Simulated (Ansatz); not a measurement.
## Ru in Ansatz: the effect of target pressure

Ru:

```
CELL_PARAMETERS angstrom
2.70580 0.00000 0.00000
-1.35290 2.34329 0.00000
0.00000 0.00000 4.28190
ATOMIC_POSITIONS crystal
Ru 0.66667 0.33333 0.75000
Ru 0.33333 0.66667 0.25000
```

Alike in all runs:

| Item | Value |
| --- | --- |
| Program | Ansatz 0.2.0 |
| Task | relaxation of cell and atoms |
| Functional | r2SCAN |
| Potentials or basis | Ansatz PAW |
| Cutoff | 500 eV (not typed: the program's choice for these potentials) |
| k mesh | 11 × 11 × 6 |
| Occupations | fermi-dirac, width 0.05 eV |
| Spin | no spin polarisation |

Each run relaxes the cell or the atoms first.

```csv
target pressure,relaxed volume (Å³/atom)
0 GPa,13.49
2 GPa,13.42
5 GPa,13.30
10 GPa,?
20 GPa,12.81
30 GPa,12.52
```

What does the run with target pressure 10 GPa give?

Relaxed volume 13.13 Å³/atom.

Worked out: In Murnaghan's law V^(-B') rises as a straight line in P. The other rows fit best with B' = 4.2, V0 = 13.49 Å³/atom and B0 = 342 GPa, which gives 13.13 Å³/atom at 10 GPa, against the run's 13.13.

Caveats: the plane-wave basis is chosen anew once the cell has moved, so the energies of steps on either side of that aren't comparable; the PAW data sets come from PBE, with cores solved anew for the run's functional, which leaves a small shift of forces and pressure.

Runs at the PBE level aren't shown here.
